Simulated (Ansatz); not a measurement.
The geometry is COD entry 9008650, unchecked; take it as a test cell. The listed cell was then made from it by scaling, straining or moving an atom.

KBr: DFT, PBEsol, all-electron LAPW, scalar-relativistic (Ansatz 0.2.0).

The relaxation starts from this cell:

```
CELL_PARAMETERS angstrom
0.00000 3.34343 3.34343
3.34343 0.00000 3.34343
3.34343 3.34343 0.00000
ATOMIC_POSITIONS crystal
K 0.00000 0.00000 0.00000
Br 0.50000 0.50000 0.50000
```

Output:

```
The last accepted step is kept in <dir> (removed where the run ends without a failure and the disk answers)
LAPW: plane waves up to 5.918 Å⁻¹, error target 1.0e-3 eV per atom; small_component_spin mean_spin; K in spheres of 1.633 Å, 9 of its electrons in bands, Dirac shells []; Br in spheres of 1.610 Å, 25 of its electrons in bands, Dirac shells []
Engine: ansatz 0.2.0
Pseudopotentials: kind: all_electron
Pseudopotential: K, LAPW, valence charge 9, Koelling and Harmon's equation, gaussian nucleus
Pseudopotential: Br, LAPW, valence charge 25, Koelling and Harmon's equation, gaussian nucleus
Functional definition: PBEsol
  exchange = pbesol_x
  correlation = pbesol_c
Crystal: 2 atoms, lattice volume = 74.749 Å³
Basis set: ecut = 133.42298548013903 eV, 259 PW (Γ), exchange–correlation at level 2
Bands: 21, of which v1, the nominal top of the filled ones, is band 17 counted from 1 (16 counted from 0)
Symmetry: 48 space group operations
Space group: Fm-3m (ITA 225), of the structure as read, at distance tolerance 4.2e-5 Å
k-points: 20 of 343
Non-local potential: K, projectors of the file, none
Non-local potential: Br, projectors of the file, none
Initial density: superposition of atomic densities (chi_scale 0.1, normalization cell, long waves kept (reshape's long-wave potential 0.00 eV rms))
Initial wavefunctions: plane waves of lowest kinetic energy (no species holds an atomic orbital)
Functional: x = pbesol(κ = 0.804, μ = 0.12345679012345678), c = pbesol(β = 0.046)
iter 1 solved again at ethr=1.09e-3 eV; its pass at ethr=1.00e-1 eV (dr2=3.72e-1 eV) is discarded
SCF iter   1: F=—  HF=-87244.962615 eV  |F-HF|=—  |Δ(HF+E_count)|=         —  Δρ=1.35e-2  dr2=3.71e-1  ethr=1.09e-3  ⟨swp⟩=2.0  Hψ=2683  notcnv=0
preconditioner: auto → none  [insulator: Δε(μ)=4.668 eV  Ē_g=14.615 eV  σ=0.020 eV  W_gap=1.00  n_scr=14 (ndim 8)  ℏωp=16.1 eV  f_vac=0.152  D(μ)=0.00/eV (n_scr^D=0)  ε∞_Penn≈2.2]
iter 2 solved again at ethr=5.12e-5 eV; its pass at ethr=1.09e-3 eV (dr2=1.74e-2 eV) is discarded
SCF iter   2: F=—  HF=-87244.798458 eV  |F-HF|=—  |Δ(HF+E_count)|=   1.64e-1  Δρ=3.13e-3  dr2=1.74e-2  ethr=5.12e-5  ⟨swp⟩=2.0  Hψ=2315  notcnv=0
SCF iter   3: F=—  HF=-87244.802668 eV  |F-HF|=—  |Δ(HF+E_count)|=   4.21e-3  Δρ=1.90e-3  dr2=6.96e-3  ethr=5.12e-5  ⟨swp⟩=2.9  Hψ=1414  notcnv=0
SCF iter   4: F=—  HF=-87244.807280 eV  |F-HF|=—  |Δ(HF+E_count)|=   4.61e-3  Δρ=3.12e-4  dr2=1.60e-4  ethr=2.05e-5  ⟨swp⟩=2.9  Hψ=1439  notcnv=0
SCF iter   5: F=—  HF=-87244.807544 eV  |F-HF|=—  |Δ(HF+E_count)|=   2.64e-4  Δρ=6.22e-5  dr2=5.55e-6  ethr=4.70e-7  ⟨swp⟩=3.0  Hψ=1426  notcnv=0
SCF iter   6: F=—  HF=-87244.807548 eV  |F-HF|=—  |Δ(HF+E_count)|=   4.04e-6  Δρ=4.43e-6  dr2=1.83e-8  ethr=1.63e-8  ⟨swp⟩=3.0  Hψ=1426  notcnv=0
SCF iter   7: F=-87244.807548 eV  HF=-87244.807548 eV  |F-HF|=2.94e-9  |Δ(HF+E_count)|=   7.49e-8  Δρ=1.43e-6  dr2=2.93e-9  ethr=5.37e-11  ⟨swp⟩=3.0  Hψ=1441  notcnv=0
SCF 1 converged in 7 iterations: F = -87244.807548 eV  dr2 = 2.93e-9
relax step   1: F+E_penalty+E_count = -87244.80754809 eV  Δ(F+E_penalty+E_count) = +0.000e0 eV  max|allowed force component| = 3.690e-30 eV/Å  Δτ_max = 0.0000 Å  P = -0.818 GPa  Ω = 74.749 Å³  (7 SCF iters, accepted)
Crystal: 2 atoms, lattice volume = 72.874 Å³
Basis set: ecut = 135.70204136079082 eV, 259 PW (Γ), exchange–correlation at level 2
Initial density: handed on by an earlier stage of this run
Initial wavefunctions: those handed on with the density
iter 1 solved again at ethr=4.21e-7 eV; its pass at ethr=1.00e-1 eV (dr2=1.43e-4 eV) is discarded
SCF iter   1: F=—  HF=-87244.815532 eV  |F-HF|=—  |Δ(HF+E_count)|=         —  Δρ=2.92e-4  dr2=1.59e-4  ethr=4.21e-7  ⟨swp⟩=5.2  Hψ=2288  notcnv=0
preconditioner: auto → none  [insulator: Δε(μ)=4.233 eV  Ē_g=14.615 eV  σ=0.020 eV  W_gap=1.00  n_scr=14 (ndim 8)  ℏωp=16.3 eV  f_vac=0.283  D(μ)=0.00/eV (n_scr^D=0)  ε∞_Penn≈2.2]
iter 2 solved again at ethr=7.01e-9 eV; its pass at ethr=4.21e-7 eV (dr2=2.38e-6 eV) is discarded
SCF iter   2: F=—  HF=-87244.815410 eV  |F-HF|=—  |Δ(HF+E_count)|=   1.22e-4  Δρ=3.53e-5  dr2=2.38e-6  ethr=7.01e-9  ⟨swp⟩=2.0  Hψ=2160  notcnv=0
SCF iter   3: F=—  HF=-87244.815389 eV  |F-HF|=—  |Δ(HF+E_count)|=   2.08e-5  Δρ=2.74e-5  dr2=1.51e-6  ethr=6.99e-9  ⟨swp⟩=3.0  Hψ=1322  notcnv=0
SCF iter   4: F=—  HF=-87244.815389 eV  |F-HF|=—  |Δ(HF+E_count)|=   1.26e-7  Δρ=1.28e-5  dr2=3.25e-7  ethr=4.44e-9  ⟨swp⟩=2.0  Hψ=1300  notcnv=0
SCF iter   5: F=-87244.815389 eV  HF=-87244.815389 eV  |F-HF|=1.46e-10  |Δ(HF+E_count)|=   1.17e-8  Δρ=2.89e-6  dr2=1.62e-8  ethr=9.56e-10  ⟨swp⟩=2.0  Hψ=1300  notcnv=0
SCF 2 converged in 5 iterations: F = -87244.815389 eV  dr2 = 1.62e-8
relax step   2: F+E_penalty+E_count = -87244.81538937 eV  Δ(F+E_penalty+E_count) = -7.841e-3 eV  max|allowed force component| = 4.191e-31 eV/Å  Δτ_max = 0.0000 Å  P = -0.514 GPa  Ω = 72.874 Å³  (5 SCF iters, accepted)
Crystal: 2 atoms, lattice volume = 69.908 Å³
Basis set: ecut = 139.51369177667615 eV, 259 PW (Γ), exchange–correlation at level 2
iter 1 solved again at ethr=1.04e-6 eV; its pass at ethr=1.00e-1 eV (dr2=3.52e-4 eV) is discarded
SCF iter   1: F=—  HF=-87244.819977 eV  |F-HF|=—  |Δ(HF+E_count)|=         —  Δρ=4.69e-4  dr2=3.83e-4  ethr=1.04e-6  ⟨swp⟩=4.2  Hψ=2278  notcnv=0
preconditioner: auto → none  [insulator: Δε(μ)=4.327 eV  Ē_g=14.692 eV  σ=0.020 eV  W_gap=1.00  n_scr=14 (ndim 8)  ℏωp=16.6 eV  f_vac=0.258  D(μ)=0.00/eV (n_scr^D=0)  ε∞_Penn≈2.3]
iter 2 solved again at ethr=1.64e-8 eV; its pass at ethr=1.04e-6 eV (dr2=5.59e-6 eV) is discarded
SCF iter   2: F=—  HF=-87244.819689 eV  |F-HF|=—  |Δ(HF+E_count)|=   2.88e-4  Δρ=5.60e-5  dr2=5.57e-6  ethr=1.64e-8  ⟨swp⟩=2.0  Hψ=2160  notcnv=0
SCF iter   3: F=—  HF=-87244.819662 eV  |F-HF|=—  |Δ(HF+E_count)|=   2.66e-5  Δρ=4.29e-5  dr2=3.43e-6  ethr=1.64e-8  ⟨swp⟩=2.4  Hψ=1307  notcnv=0
SCF iter   4: F=—  HF=-87244.819663 eV  |F-HF|=—  |Δ(HF+E_count)|=   3.05e-7  Δρ=2.01e-5  dr2=7.50e-7  ethr=1.01e-8  ⟨swp⟩=2.0  Hψ=1300  notcnv=0
SCF iter   5: F=-87244.819663 eV  HF=-87244.819663 eV  |F-HF|=1.16e-10  |Δ(HF+E_count)|=   2.69e-9  Δρ=4.59e-6  dr2=3.77e-8  ethr=2.21e-9  ⟨swp⟩=2.0  Hψ=1300  notcnv=0
SCF 3 converged in 5 iterations: F = -87244.819663 eV  dr2 = 3.77e-8
relax step   3: F+E_penalty+E_count = -87244.81966266 eV  Δ(F+E_penalty+E_count) = -4.273e-3 eV  max|allowed force component| = 2.999e-31 eV/Å  Δτ_max = 0.0000 Å  P = +0.077 GPa  Ω = 69.908 Å³  (5 SCF iters, accepted)
Crystal: 2 atoms, lattice volume = 70.282 Å³
Basis set: ecut = 139.01838928173575 eV, 259 PW (Γ), exchange–correlation at level 2
iter 1 solved again at ethr=1.26e-8 eV; its pass at ethr=1.00e-1 eV (dr2=4.30e-6 eV) is discarded
SCF iter   1: F=—  HF=-87244.819769 eV  |F-HF|=—  |Δ(HF+E_count)|=         —  Δρ=5.31e-5  dr2=4.88e-6  ethr=1.26e-8  ⟨swp⟩=5.2  Hψ=2284  notcnv=0
preconditioner: auto → none  [insulator: Δε(μ)=4.340 eV  Ē_g=14.688 eV  σ=0.020 eV  W_gap=1.00  n_scr=14 (ndim 8)  ℏωp=16.6 eV  f_vac=0.258  D(μ)=0.00/eV (n_scr^D=0)  ε∞_Penn≈2.3]
iter 2 solved again at ethr=1.18e-10 eV; its pass at ethr=1.26e-8 eV (dr2=4.01e-8 eV) is discarded
SCF iter   2: F=—  HF=-87244.819746 eV  |F-HF|=—  |Δ(HF+E_count)|=   2.35e-5  Δρ=4.77e-6  dr2=3.98e-8  ethr=1.18e-10  ⟨swp⟩=2.1  Hψ=2166  notcnv=0
SCF iter   3: F=-87244.819745 eV  HF=-87244.819745 eV  |F-HF|=5.28e-9  |Δ(HF+E_count)|=   1.78e-7  Δρ=4.30e-6  dr2=3.52e-8  ethr=1.17e-10  ⟨swp⟩=2.1  Hψ=1302  notcnv=0
SCF 4 converged in 3 iterations: F = -87244.819745 eV  dr2 = 3.52e-8
relax step   4: F+E_penalty+E_count = -87244.81974545 eV  Δ(F+E_penalty+E_count) = -8.279e-5 eV  max|allowed force component| = 1.274e-30 eV/Å  Δτ_max = 0.0000 Å  P = -0.006 GPa  Ω = 70.282 Å³  (3 SCF iters, accepted)
iter 1 solved again at ethr=1.08e-10 eV; its pass at ethr=1.00e-1 eV (dr2=3.69e-8 eV) is discarded
SCF iter   1: F=—  HF=-87244.819765 eV  |F-HF|=—  |Δ(HF+E_count)|=         —  Δρ=4.42e-6  dr2=3.68e-8  ethr=1.08e-10  ⟨swp⟩=5.9  Hψ=2379  notcnv=0
preconditioner: auto → none  [insulator: Δε(μ)=4.337 eV  Ē_g=14.687 eV  σ=0.020 eV  W_gap=1.00  n_scr=14 (ndim 8)  ℏωp=16.6 eV  f_vac=0.258  D(μ)=0.00/eV (n_scr^D=0)  ε∞_Penn≈2.3]
SCF iter   2: F=-87244.819746 eV  HF=-87244.819746 eV  |F-HF|=2.76e-9  |Δ(HF+E_count)|=   1.94e-5  Δρ=1.65e-6  dr2=4.96e-9  ethr=1.08e-10  ⟨swp⟩=3.0  Hψ=1460  notcnv=0
SCF 5 converged in 2 iterations: F = -87244.819746 eV  dr2 = 4.96e-9
relax step   5: F+E_penalty+E_count = -87244.81974587 eV  Δ(F+E_penalty+E_count) = -4.253e-7 eV  max|allowed force component| = 1.902e-30 eV/Å  Δτ_max = 0.0000 Å  P = -0.006 GPa  Ω = 70.282 Å³  stress off target by 5.81e-3 GPa  SCF on the basis re-selected at this cell (its energy is not comparable with the rows above)  (2 SCF iters)
basis re-selected at this cell: Δ(F+E_penalty+E_count) = -4.253e-7 eV, ΔP = +0.000 GPa vs the last step (what re-selecting the basis moved, after the strain that the cell walked since its last selection, with what the two solves' SCF thresholds leave and, on support functions, any second-order correction that the steps lacked; it is no measure of the basis error at this ecutwfc). This SCF's stress stands 5.81e-3 GPa from its target on what of the cell is left free (relax.cell.stress_tol is 5.00e-2 GPa) and its largest allowed force component is 1.90e-30 eV/Å (relax.f_tol is 5.00e-3 eV/Å): within both
SCF converged after 2 iterations
Free energy (F): -87244.819746 eV
Harris-Foulkes:  -87244.819746 eV  (|F-HF|=2.76e-9)
Internal energy: -87244.819746 eV  (E = F + TS)
E sigma→0 (E₀):  -87244.819746 eV
Fermi energy:    4.405346 eV
--- Per-component energies (eV) ---
  E_band       = -2102.055933
  E_kinetic    = 89128.965480
  E_xc         = -3352.799902
  E_electrostatic = -173020.985324  (all electrons and nuclei)
  E_smearing   = -0.000000  (= −TS)
  E_closure    = 0.000000  (closes the sum)
  E_atoms      = -87238.396211  (free atoms, spherical and without spin; not in F)
  Σ components = -87244.819746   (vs F -87244.819746, Δ=0.00e0)
  Basis errors (estimates in eV, not in F): energy 4.6e-4 per atom: plane waves 4.4e-4 (2.4e-4 summed), levels above the bands 9.4e-119, relativity 1.2e-8, radial functions 2.2e-5, core shells 4.6e-7; eigenvalues (radial functions only) 2.3e-6; not estimated: angular momenta, meshes, grids; target (lapw.basis_error) 1.0e-3; muffin-tin radii K 1.600 Å, Br 1.577 Å
--- Forces (eV/Å), atoms counted from 1 ---
  atom   1  K     -0.00000000     0.00000000    -0.00000000
  atom   2  Br     0.00000000     0.00000000     0.00000000
  max |Σ_I F_I| component: 3.56e-30 eV/Å
--- Stress (GPa, compression-positive) ---
       -0.005805      -0.000000      -0.000000
       -0.000000      -0.005805       0.000000
       -0.000000       0.000000      -0.005805
  P = ⅓ Tr σ = -0.0058 GPa (-0.058 kbar)
--- Relaxed structure (4 steps of the walk, 4 accepted, 1 SCFs on fresh bases) ---
  F+E_penalty+E_count = -87244.81974587 eV   max|allowed force component| = 1.902e-30 eV/Å   (the final SCF, on the basis selected at the relaxed cell)
  cell:  # Å, volume = 70.2818 Å³
    - [7.324597297287414e-35, 3.275449595159071, 3.275449595159071]
    - [3.2754495951590705, 3.917067250288485e-34, 3.275449595159071]
    - [3.2754495951590705, 3.275449595159071, 8.916901057567283e-35]
  atoms:
    - { symbol: K, position: [4.920297756817031e-35, -5.400326806263815e-35, -2.5201525095856325e-35] }
    - { symbol: Br, position: [0.4999999999999999, 0.5, 0.5] }
```
